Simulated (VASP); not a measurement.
# Mesh, vacuum, cutoff and functional for a few sheets of WS2, part 2 of 5

Wanted: the error that each setting leaves in the work function or ionisation potential of a few sheets of WS2.

VASP 6.6.1, plane waves and PAW; the level of theory is named at each step.

So far, highest filled level below the vacuum (eV): step 2 (the base run) 5.32.

## 3. Another mesh, mesh points along a 3, k-mesh 3×3×1

Level of this step: PBE, no spin polarisation; plane waves and PAW (S, W) (VASP).

The mesh decides how well the Fermi level or the band edge is found.

File INCAR:

```
SYSTEM = WS2
PREC = Normal
ENCUT = 350
EDIFF = 1E-06
NELM = 120
ISMEAR = 0
SIGMA = 0.05
LREAL = .FALSE.
ALGO = Normal
GGA = PE
NBANDS = 24
LASPH = .TRUE.
LORBIT = 11
LWAVE = .FALSE.
LCHARG = .FALSE.
NCORE = 4
IDIPOL = 3
LDIPOL = .TRUE.
DIPOL = 0.5 0.5 0.5
LVHAR = .TRUE.
LVACPOTAV = .TRUE.
```

File POSCAR:

```
WS2
1.0
    3.1800000000      0.0000000000      0.0000000000
   -1.5900000000      2.7539607840      0.0000000000
    0.0000000000      0.0000000000     24.3750000000
S W
4 2
Direct
    0.3333333330      0.6666666670      0.6923076920
    0.3333333330      0.6666666670      0.5641025640
    0.6666666670      0.3333333330      0.4358974360
    0.6666666670      0.3333333330      0.3076923080
    0.6666666670      0.3333333330      0.6282051280
    0.3333333330      0.6666666670      0.3717948720
```

File KPOINTS:

```
Automatic mesh
0
Gamma
3 3 1
0 0 0
```

The projector-augmented-wave data sets are S and W (PBE family, release 64).

Launch:

```bash
$ mpirun -np 4 vasp_std
```

What it wrote:

```text
[banner, memory and clock lines left out]
running    4 mpi-ranks, on    1 nodes
 distrk:  each k-point on    4 cores,    1 groups
 distr:  one band on    4 cores,    1 groups

 POSCAR found type information on POSCAR S W
 POSCAR found :  2 types and       6 ions
 LDA part: xc-table for (Slater+PW92), standard interpolation
 POSCAR, INCAR and KPOINTS ok, starting setup
 FFT: planning ... GRIDC
 FFT: planning ... GRID_SOFT
 FFT: planning ... GRID
 WAVECAR not read
 entering main loop
       N       E                     dE             d eps       ncg     rms          rms(c)
DAV:   1     0.201116342165E+03    0.20112E+03   -0.12035E+04   144   0.902E+02
DAV:   2    -0.279934570810E+02   -0.22911E+03   -0.22122E+03   224   0.212E+02
DAV:   3    -0.495884228423E+02   -0.21595E+02   -0.21397E+02   192   0.735E+01
DAV:   4    -0.501188739331E+02   -0.53045E+00   -0.52901E+00   208   0.130E+01
DAV:   5    -0.501298915705E+02   -0.11018E-01   -0.11012E-01   200   0.188E+00    0.396E+01
DAV:   6    -0.477901963873E+02    0.23397E+01   -0.11446E+01   200   0.162E+01    0.178E+01
DAV:   7    -0.475543602614E+02    0.23584E+00   -0.40972E+00   200   0.114E+01    0.934E+00
DAV:   8    -0.473432459959E+02    0.21111E+00   -0.69806E-01   208   0.509E+00    0.120E+00
DAV:   9    -0.473396820255E+02    0.35640E-02   -0.86912E-02   200   0.158E+00    0.626E-01
DAV:  10    -0.473372613511E+02    0.24207E-02   -0.17732E-02   216   0.764E-01    0.321E-01
DAV:  11    -0.473370631980E+02    0.19815E-03   -0.23801E-03   224   0.291E-01    0.128E-01
DAV:  12    -0.473369361334E+02    0.12706E-03   -0.56540E-04   200   0.135E-01    0.692E-02
DAV:  13    -0.473369342968E+02    0.18366E-05   -0.66429E-05   216   0.418E-02    0.383E-02
DAV:  14    -0.473369844716E+02   -0.50175E-04   -0.44988E-05   176   0.278E-02    0.792E-03
DAV:  15    -0.473370036870E+02   -0.19215E-04   -0.58099E-06   192   0.116E-02    0.115E-02
DAV:  16    -0.473370455486E+02   -0.41862E-04   -0.50622E-06   160   0.916E-03    0.791E-03
DAV:  17    -0.473370712623E+02   -0.25714E-04   -0.15427E-05   168   0.103E-02    0.636E-03
DAV:  18    -0.473370794055E+02   -0.81432E-05   -0.42267E-07   120   0.316E-03    0.249E-03
DAV:  19    -0.473371081352E+02   -0.28730E-04   -0.14551E-06   128   0.411E-03    0.241E-03
DAV:  20    -0.473371176617E+02   -0.95264E-05   -0.34913E-07   128   0.213E-03    0.210E-03
DAV:  21    -0.473371289203E+02   -0.11259E-04   -0.56489E-07   120   0.254E-03    0.146E-03
DAV:  22    -0.473371333976E+02   -0.44773E-05   -0.23511E-07   120   0.136E-03    0.548E-04
DAV:  23    -0.473371341194E+02   -0.72179E-06   -0.29411E-08    96   0.589E-04
 [... a notice as in an earlier step ...]

   1 F= -.47337134E+02 E0= -.47337134E+02  d E =-.120702E-15
```

It took 4.8 s on 4 MPI ranks of Intel Xeon 6975P-C (Granite Rapids), shared host; peak memory 0.44 GiB.

From OUTCAR (step 3):

```text
The static configuration has the point symmetry D_3d.

 Found      3 irreducible k-points:

   k-points           NKPTS =      3   k-points in BZ     NKDIM =      3   number of bands    NBANDS=     24

   NELECT =      36.0000    total number of electrons

 E-fermi :   0.6615

 k-point     1 :       0.0000    0.0000    0.0000
  band No.  band energies     occupation
    ...
     14      -1.6147      2.00000
     15      -1.6147      2.00000
     16      -1.6068      2.00000
     17      -0.2111      2.00000
     18       0.3836      2.00000
     19       2.9006      0.00000
     20       2.9007      0.00000
     21       2.9082      0.00000
     22       2.9083      0.00000
     23       3.0454      0.00000
    ...

 k-point     2 :       0.3333    0.0000    0.0000
  band No.  band energies     occupation
    ...
     14      -1.8019      2.00000
     15      -1.6402      2.00000
     16      -1.5884      2.00000
     17      -1.2221      2.00000
     18      -1.1020      2.00000
     19       2.4795      0.00000
     20       2.5910      0.00000
     21       2.6591      0.00000
     22       2.8152      0.00000
     23       3.5601      0.00000
    ...

  Total        0.8877132      0.8877132      0.5389509      0.0000000      0.0000000      0.0000000
  in kB        6.6627537      6.6627537      4.0451092      0.0000000      0.0000000      0.0000000
  external PRESSURE =       5.7902055 kB  Pullay stress =       0.0000000 kB

 POSITION                                       TOTAL-FORCE (eV/Angst)
 -----------------------------------------------------------------------------------
     -0.00000      1.83597     16.87500         0.000000      0.000000     -0.013476
     -0.00000      1.83597     13.75000         0.000000      0.000000      0.125353
      1.59000      0.91799     10.62500        -0.000000      0.000000     -0.125353
      1.59000      0.91799      7.50000        -0.000000     -0.000000      0.013476
      1.59000      0.91799     15.31250         0.000000     -0.000000      0.065055
     -0.00000      1.83597      9.06250         0.000000     -0.000000     -0.065055
 -----------------------------------------------------------------------------------
    total drift:                                0.000000     -0.000000     -0.000000

  FREE ENERGIE OF THE ION-ELECTRON SYSTEM (eV)
  ---------------------------------------------------
  free  energy   TOTEN  =       -47.3371341194 eV

  energy  without entropy=      -47.3371341194  energy(sigma->0) =      -47.33713412

 vacuum level on the upper side and lower side of the slab         5.719         5.719

 total charge
# of ion       s       p       d       tot
------------------------------------------
    1        1.359   2.358   0.000   3.717
    2        1.359   2.359   0.000   3.718
    3        1.359   2.359   0.000   3.718
    4        1.359   2.358   0.000   3.717
    5        0.560   0.698   4.277   5.535
    6        0.560   0.698   4.277   5.535
--------------------------------------------------
tot          6.557  10.830   8.554  25.941

[... 7 parts as in an earlier step ...]

[... 3 further parts left out ...]
```

A gap read on the k-mesh alone can miss the band edges.

Numbers from this step:

```yaml
electronic_cycles: 23
free_energy_toten: -47.34 eV
fermi_energy: 0.6615 eV
vacuum_levels: 5.719, 5.719 eV
ionisation_potentials_of_the_upper_and_lower_face: 5.335, 5.335 eV
electron_affinities_of_the_upper_and_lower_face: 3.869, 3.869 eV
highest_filled_level_below_the_vacuum: 5.335 eV
gap_on_the_k_mesh: 1.466 eV
least_direct_gap_on_the_k_mesh: 1.747 eV
```

Force by atom:

```
atom  x (eV/Å)  y (eV/Å)  z (eV/Å)   size
  S1     0.000     0.000    -0.013  0.013
  S2     0.000     0.000     0.125  0.125
  S3     0.000     0.000    -0.125  0.125
  S4     0.000     0.000     0.013  0.013
  W5     0.000     0.000     0.065  0.065
  W6     0.000     0.000    -0.065  0.065
```

Against the base run its depth below the vacuum changes by +0.02 eV and the energy by +10.8 meV an atom.

## 4. Another mesh, mesh points along a 6, k-mesh 6×6×1

INCAR, as its differences from that of step 3:

```diff
@@ -15,3 +15,3 @@
 LCHARG = .FALSE.
-NCORE = 4
+KPAR = 4
 IDIPOL = 3
```

POSCAR is that of step 3.

File KPOINTS:

```
Automatic mesh
0
Gamma
6 6 1
0 0 0
```

Launch:

```bash
$ mpirun -np 4 vasp_std
```

What it wrote:

```text
[... set-up lines as in an earlier step ...]
 entering main loop
       N       E                     dE             d eps       ncg     rms          rms(c)
DAV:   1     0.213343279754E+03    0.21334E+03   -0.11871E+04   336   0.893E+02
DAV:   2    -0.281341003606E+02   -0.24148E+03   -0.23508E+03   504   0.226E+02
DAV:   3    -0.497540213631E+02   -0.21620E+02   -0.21457E+02   432   0.746E+01
DAV:   4    -0.502961597582E+02   -0.54214E+00   -0.54064E+00   496   0.135E+01
[...]
DAV:  22    -0.473977529255E+02   -0.46772E-05   -0.21341E-07   280   0.154E-03    0.333E-03
DAV:  23    -0.473977544523E+02   -0.15268E-05   -0.80476E-08   248   0.991E-04    0.123E-03
DAV:  24    -0.473977549585E+02   -0.50616E-06   -0.32376E-08   208   0.658E-04
 [... a notice as in an earlier step ...]

   1 F= -.47397755E+02 E0= -.47397755E+02  d E =-.237717E-13
```

Wall time 6.2 s (4 MPI ranks); peak memory 0.69 GiB; 22 s of CPU time.

Parts of OUTCAR (step 4):

```text
  Total        0.4668598      0.4668598      1.4068103     -0.0000000     -0.0000000      0.0000000
  in kB        3.5040276      3.5040276     10.5588502     -0.0000000     -0.0000000      0.0000000
  external PRESSURE =       5.8556351 kB  Pullay stress =       0.0000000 kB

 POSITION                                       TOTAL-FORCE (eV/Angst)
 -----------------------------------------------------------------------------------
     -0.00000      1.83597     16.87500        -0.000000     -0.000000      0.169424
     -0.00000      1.83597     13.75000        -0.000000     -0.000000     -0.078955
      1.59000      0.91799     10.62500         0.000000      0.000000      0.078955
      1.59000      0.91799      7.50000         0.000000      0.000000     -0.169424
      1.59000      0.91799     15.31250         0.000000      0.000000      0.031757
     -0.00000      1.83597      9.06250        -0.000000      0.000000     -0.031757
 -----------------------------------------------------------------------------------
    total drift:                                0.000000     -0.000000     -0.000000

  FREE ENERGIE OF THE ION-ELECTRON SYSTEM (eV)
  ---------------------------------------------------
  free  energy   TOTEN  =       -47.3977549585 eV

  energy  without entropy=      -47.3977549585  energy(sigma->0) =      -47.39775496

[... 1 part as in an earlier step ...]

[... 2 further parts left out ...]
[key lines of the parts left out:]
E-fermi :   0.6397
```

Against the base run its depth below the vacuum changes by -0.00 eV and the energy by +0.7 meV an atom.

## 5. Another mesh, mesh points along a 12, k-mesh 12×12×1

INCAR is that of step 4.

POSCAR is that of step 4.

File KPOINTS:

```
Automatic mesh
0
Gamma
12 12 1
0 0 0
```

Launch:

```bash
$ mpirun -np 4 vasp_std
```

What it wrote:

```text
[... set-up lines as in an earlier step ...]
 entering main loop
       N       E                     dE             d eps       ncg     rms          rms(c)
DAV:   1     0.209769572711E+03    0.20977E+03   -0.11846E+04   920   0.892E+02
DAV:   2    -0.286502923583E+02   -0.23842E+03   -0.23272E+03  1384   0.223E+02
DAV:   3    -0.497610371287E+02   -0.21111E+02   -0.20966E+02  1200   0.735E+01
DAV:   4    -0.503034513787E+02   -0.54241E+00   -0.54110E+00  1336   0.132E+01
[...]
DAV:  22    -0.474023215919E+02   -0.56410E-05   -0.25145E-07   736   0.172E-03    0.389E-03
DAV:  23    -0.474023235075E+02   -0.19156E-05   -0.10803E-07   680   0.115E-03    0.158E-03
DAV:  24    -0.474023240198E+02   -0.51228E-06   -0.37642E-08   544   0.804E-04
 [... a notice as in an earlier step ...]

   1 F= -.47402324E+02 E0= -.47402324E+02  d E =-.996582E-15
```

Run time: 9.6 s. Hardware: 4 MPI ranks; peak memory 0.77 GiB.

From OUTCAR (step 5):

```text
  Total        0.4643169      0.4643169      1.3855206      0.0000000      0.0000000     -0.0000000
  in kB        3.4849419      3.4849419     10.3990598      0.0000000      0.0000000     -0.0000000
  external PRESSURE =       5.7896479 kB  Pullay stress =       0.0000000 kB

 POSITION                                       TOTAL-FORCE (eV/Angst)
 -----------------------------------------------------------------------------------
     -0.00000      1.83597     16.87500         0.000000     -0.000000      0.165187
     -0.00000      1.83597     13.75000         0.000000      0.000000     -0.073681
      1.59000      0.91799     10.62500        -0.000000      0.000000      0.073681
      1.59000      0.91799      7.50000        -0.000000      0.000000     -0.165187
      1.59000      0.91799     15.31250        -0.000000      0.000000      0.032028
     -0.00000      1.83597      9.06250        -0.000000      0.000000     -0.032028
 -----------------------------------------------------------------------------------
    total drift:                                0.000000     -0.000000     -0.000000

  FREE ENERGIE OF THE ION-ELECTRON SYSTEM (eV)
  ---------------------------------------------------
  free  energy   TOTEN  =       -47.4023240198 eV

  energy  without entropy=      -47.4023240198  energy(sigma->0) =      -47.40232402

[... 1 part as in an earlier step ...]

[... 2 further parts left out ...]
[key lines of the parts left out:]
E-fermi :   0.6484
```

Against the base run its depth below the vacuum changes by -0.00 eV and the energy by -0.1 meV an atom.

## 6. Comparing the runs

Times are for 4 MPI ranks of Intel Xeon 6975P-C (Granite Rapids), shared host. Results by setting:

```
no.  mesh points along a  highest filled level below the vacuum (eV)  energy at zero smearing (eV)   time  memory (GiB)
  1                    3                                       5.335                        -47.34  4.8 s          0.44
  2                    6                                       5.316                        -47.40  6.2 s          0.69
  3                   12                                       5.316                        -47.40  9.6 s          0.77
```

## 7. Another vacuum, vacuum width 5

Too little vacuum lets the faces of neighbouring images overlap, and too much only costs plane waves.

INCAR is that of step 5.

File POSCAR:

```
WS2
1.0
    3.1800000000      0.0000000000      0.0000000000
   -1.5900000000      2.7539607840      0.0000000000
    0.0000000000      0.0000000000     14.3749999850
S W
4 2
Direct
    0.3333333330      0.6666666670      0.8260869563
    0.3333333330      0.6666666670      0.6086956521
    0.6666666670      0.3333333330      0.3913043479
    0.6666666670      0.3333333330      0.1739130437
    0.6666666670      0.3333333330      0.7173913042
    0.3333333330      0.6666666670      0.2826086958
```

File KPOINTS:

```
Automatic mesh
0
Gamma
9 9 1
0 0 0
```

Launch:

```bash
$ mpirun -np 4 vasp_std
```

What it wrote:

```text
[... set-up lines as in an earlier step ...]
 entering main loop
       N       E                     dE             d eps       ncg     rms          rms(c)
DAV:   1     0.155811308772E+03    0.15581E+03   -0.12848E+04   576   0.954E+02
DAV:   2    -0.375685081928E+02   -0.19338E+03   -0.18585E+03   808   0.232E+02
DAV:   3    -0.500114986009E+02   -0.12443E+02   -0.12346E+02   768   0.625E+01
DAV:   4    -0.503135697485E+02   -0.30207E+00   -0.30130E+00   816   0.102E+01
DAV:   5    -0.503216123314E+02   -0.80426E-02   -0.80366E-02   776   0.153E+00    0.398E+01
DAV:   6    -0.478232088128E+02    0.24984E+01   -0.11798E+01   848   0.166E+01    0.181E+01
DAV:   7    -0.475307333362E+02    0.29248E+00   -0.32923E+00   784   0.104E+01    0.903E+00
DAV:   8    -0.474108748342E+02    0.11986E+00   -0.42571E-01   808   0.404E+00    0.129E+00
DAV:   9    -0.474054946605E+02    0.53802E-02   -0.63812E-02   808   0.136E+00    0.496E-01
DAV:  10    -0.474040937249E+02    0.14009E-02   -0.14007E-02   824   0.670E-01    0.383E-01
DAV:  11    -0.474041437470E+02   -0.50022E-04   -0.16894E-03   800   0.252E-01    0.121E-01
DAV:  12    -0.474041232006E+02    0.20546E-04   -0.50069E-04   792   0.132E-01    0.617E-02
DAV:  13    -0.474041248535E+02   -0.16529E-05   -0.47447E-05   776   0.395E-02    0.191E-02
DAV:  14    -0.474041234332E+02    0.14203E-05   -0.78541E-06   768   0.157E-02    0.510E-03
DAV:  15    -0.474041233103E+02    0.12287E-06   -0.83342E-07   528   0.658E-03
 -----------------------------------------------------------------------------
|                                                                             |
|           W    W    AA    RRRRR   N    N  II  N    N   GGGG   !!!           |
|           W    W   A  A   R    R  NN   N  II  NN   N  G    G  !!!           |
|           W    W  A    A  R    R  N N  N  II  N N  N  G       !!!           |
|           W WW W  AAAAAA  RRRRR   N  N N  II  N  N N  G  GGG   !            |
|           WW  WW  A    A  R   R   N   NN  II  N   NN  G    G                |
|           W    W  A    A  R    R  N    N  II  N    N   GGGG   !!!           |
|                                                                             |
|     The minimum charge density times volume of the cell along the axis      |
|     of the dipole correction is larger 1E-1, which could mean that your     |
|     workfunction is not accurate as there is no field free region in        |
|     your cell. Please consider either increasing the size of your cell      |
|     along the dipole correction (vacuum dimension) or perhaps               |
|     increasing the precision of your calculation.                           |
|                                                                             |
 -----------------------------------------------------------------------------

 [... a notice as in an earlier step ...]

   1 F= -.47404123E+02 E0= -.47404123E+02  d E =-.218680E-12
 -----------------------------------------------------------------------------
|                                                                             |
|           W    W    AA    RRRRR   N    N  II  N    N   GGGG   !!!           |
|           W    W   A  A   R    R  NN   N  II  NN   N  G    G  !!!           |
|           W    W  A    A  R    R  N N  N  II  N N  N  G       !!!           |
|           W WW W  AAAAAA  RRRRR   N  N N  II  N  N N  G  GGG   !            |
|           WW  WW  A    A  R   R   N   NN  II  N   NN  G    G                |
|           W    W  A    A  R    R  N    N  II  N    N   GGGG   !!!           |
|                                                                             |
|     The minimum charge density times volume of the cell along the axis      |
|     of the dipole correction is larger 1E-1, which could mean that your     |
|     workfunction is not accurate as there is no field free region in        |
|     your cell. Please consider either increasing the size of your cell      |
|     along the dipole correction (vacuum dimension) or perhaps               |
|     increasing the precision of your calculation.                           |
|                                                                             |
 -----------------------------------------------------------------------------

 [... a notice as in an earlier step ...]
```

It took 4 s on 4 MPI ranks; peak memory 0.6 GiB; 13 s of CPU time.

OUTCAR, selected parts (step 7):

```text
   ENCUT  =  350.0 eV  25.72 Ry    5.07 a.u.   4.85  4.85 21.93*2*pi/ulx,y,z

   NELECT =      36.0000    total number of electrons

 E-fermi :   4.6259

 k-point     1 :       0.0000    0.0000    0.0000
  band No.  band energies     occupation
    ...
     14       2.3548      2.00000
     15       2.3548      2.00000
     16       2.4706      2.00000
     17       3.7001      2.00000
     18       4.3957      2.00000
     19       6.8698      0.00000
     20       6.8722      0.00000
     21       6.8783      0.00000
     22       6.8798      0.00000
     23       7.0096      0.00000
    ...

  Total        0.4614949      0.4614949      1.4143243     -0.0000000     -0.0000000      0.0000000
  in kB        5.8733352      5.8733352     17.9997656     -0.0000000     -0.0000000      0.0000000
  external PRESSURE =       9.9154787 kB  Pullay stress =       0.0000000 kB

 POSITION                                       TOTAL-FORCE (eV/Angst)
 -----------------------------------------------------------------------------------
     -0.00000      1.83597     11.87500         0.000000      0.000000      0.167118
     -0.00000      1.83597      8.75000        -0.000000      0.000000     -0.071848
      1.59000      0.91799      5.62500         0.000000     -0.000000      0.071848
      1.59000      0.91799      2.50000        -0.000000      0.000000     -0.167118
      1.59000      0.91799     10.31250         0.000000      0.000000      0.032057
     -0.00000      1.83597      4.06250         0.000000      0.000000     -0.032057
 -----------------------------------------------------------------------------------
    total drift:                                0.000000     -0.000000     -0.000000

  FREE ENERGIE OF THE ION-ELECTRON SYSTEM (eV)
  ---------------------------------------------------
  free  energy   TOTEN  =       -47.4041233103 eV

  energy  without entropy=      -47.4041233103  energy(sigma->0) =      -47.40412331

[... 4 parts as in an earlier step ...]

[... 13 further parts left out ...]
```

This step gave:

```yaml
electronic_cycles: 15
fermi_energy: 4.626 eV
gap_on_the_k_mesh: 1.387 eV
least_direct_gap_on_the_k_mesh: 1.769 eV
```

Force by atom:

```
atom  x (eV/Å)  y (eV/Å)  z (eV/Å)   size
  S1     0.000     0.000     0.167  0.167
  S2     0.000     0.000    -0.072  0.072
  S3     0.000     0.000     0.072  0.072
  S4     0.000     0.000    -0.167  0.167
  W5     0.000     0.000     0.032  0.032
  W6     0.000     0.000    -0.032  0.032
```

The program found no flat vacuum in this gap and printed no vacuum level, so no level below the vacuum can be given.

(Continued in part 3 of 5.)

[Lines on the potential files, build, host, timing and source positions are cut from VASP's logs without a mark.]

[Logs are printed without paths, hosts, clocks, repeated set-up lines and the standing remarks that a program may print on its own settings, such as how far it seeks lower states.]

[Hosts, paths, dates, database ids (printed as entryN), source tags and the programs' standing remarks are cut or masked in the printed files.]

[In band tables of VASP the shares of atoms and orbitals are scaled to a sum of 1 inside the atoms' spheres.]

[Runs that stopped without an error message from VASP are left out.]
